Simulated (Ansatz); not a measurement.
Write a Python script for Ansatz's Python interface that makes a comparison of enthalpies under pressure of two structures of I. Level of theory (first run): PBE, PAW, cutoff 520 eV, 8×8×8 k-points, Fermi-Dirac smearing of 0.02 eV.

`transition_i.py`
```python
# -*- coding: utf-8 -*-
"""Pressure at which two phases of I cross."""

import ansatz as az
import numpy as np


def sc(A, a):
    return (
        az.Lattice.cubic(a)
        .space_group(221)
        .atom(A, (0, 0, 0))
    )


def hcp(A, a):
    return (
        az.Lattice.from_parameters(a, a, 1.633 * a, alpha=90, beta=90, gamma=120)
        .space_group(194)
        .atom(A, (1 / 3, 2 / 3, 0.25))
    )


def run_phase(name, crystal, pressure=0.0):
    calc = crystal.calculation()
    calc = calc.functional("pbe").scf(tolerance=1e-08)
    calc = calc.basis(520)
    calc = calc.kpoints(spacing=0.27)
    calc = calc.occupations("fermi_dirac", width=0.02)
    calc = calc.relax(force_tolerance=0.03, max_steps=40, cell=True, pressure=pressure)
    return calc.run(threads=1, backend="cpu")


def volume_per_atom(outcome):
    return abs(np.linalg.det(outcome.lattice.cell_ang)) / len(outcome.lattice.sites)


def main():
    phases = {}
    phases["sc"] = sc("I", 3.3)
    phases["hcp"] = hcp("I", 3.59)

    # enthalpy per atom at each pressure
    pressures = [0, 5, 10, 20]
    enthalpy, volume = {name: [] for name in phases}, {name: [] for name in phases}
    for p in pressures:
        for name, crystal in phases.items():
            o = run_phase(name, crystal, pressure=p)
            volume[name].append(volume_per_atom(o))
            enthalpy[name].append(o.report["energy_sigma0_ev"] / len(o.lattice.sites) + p * volume[name][-1] / 160.21766)
    gap = np.array(enthalpy["hcp"]) - np.array(enthalpy["sc"])
    rows = [(p, va, vb, 1000 * d) for p, va, vb, d in zip(pressures, volume["sc"], volume["hcp"], gap)]
    print("| P (GPa) | V sc (A^3/atom) | V hcp (A^3/atom) | H(hcp) - H(sc) (meV/atom) |")
    print("| --- | --- | --- | --- |")
    for row in rows:
        print(f"| {row[0]:d} | {row[1]:.3f} | {row[2]:.3f} | {row[3]:+.1f} |")
    crossings = [p0 - g0 * (p1 - p0) / (g1 - g0) for p0, p1, g0, g1 in zip(pressures, pressures[1:], gap, gap[1:]) if g0 * g1 < 0]
    print("crossing near", [round(float(p), 1) for p in crossings], "GPa") if crossings else print("no crossing in this range")


if __name__ == "__main__":
    main()
```

```console
$ python transition_i.py
DeckWarning: relax.cell: scf.convergence.dr2_threshold = 1e-8 eV is looser than the 1e-10 eV advised for a relaxation that steers and ends on the stress (1e-10 eV for each atom of the cell: 1). What an SCF threshold leaves in a stress goes as its square root, and in the free energy as the threshold itself, and one threshold admits the most on a small cell: of the crystals measured, under no hybrid functional and no lock of the moments, on runs that ended without the residual-converged pass, on [...]
DeckWarning: relax.cell: scf.convergence.dr2_threshold = 1e-8 eV is looser than the 2e-10 eV advised for a relaxation that steers and ends on the stress (1e-10 eV for each atom of the cell: 2). What an SCF threshold leaves in a stress goes as its square root, and in the free energy as the threshold itself, and one threshold admits the most on a small cell: of the crystals measured, under no hybrid functional and no lock of the moments, on runs that ended without the residual-converged pass, on [...]
| P (GPa) | V sc (A^3/atom) | V hcp (A^3/atom) | H(hcp) - H(sc) (meV/atom) |
| --- | --- | --- | --- |
| 0 | 41.466 | 46.519 | -72.6 |
| 5 | 35.762 | 32.462 | -133.0 |
| 10 | 32.779 | 29.286 | -239.8 |
| 20 | 29.236 | 25.823 | -456.4 |
no crossing in this range
```
(Warnings from the package without file and line, shortened.)

Reading the output:
- At a fixed pressure a relaxation lowers the enthalpy F + PV, while F alone can rise.
- For the metals among these phases the mesh is modest: differences between phases can be off by up to 40 meV an atom.
- Only these two structures are compared, at zero temperature and with their symmetry kept; either may be hypothetical, and another phase may be lower than both. Differences under about 40 meV an atom lie within the error of mesh and functional.
- The cells are prototypes set up for this calculation and needn't exist.
- Hardware and time: 2.1 min on 1 thread of Arm Neoverse V2, with other jobs on the host, peak memory 0.47 GiB.
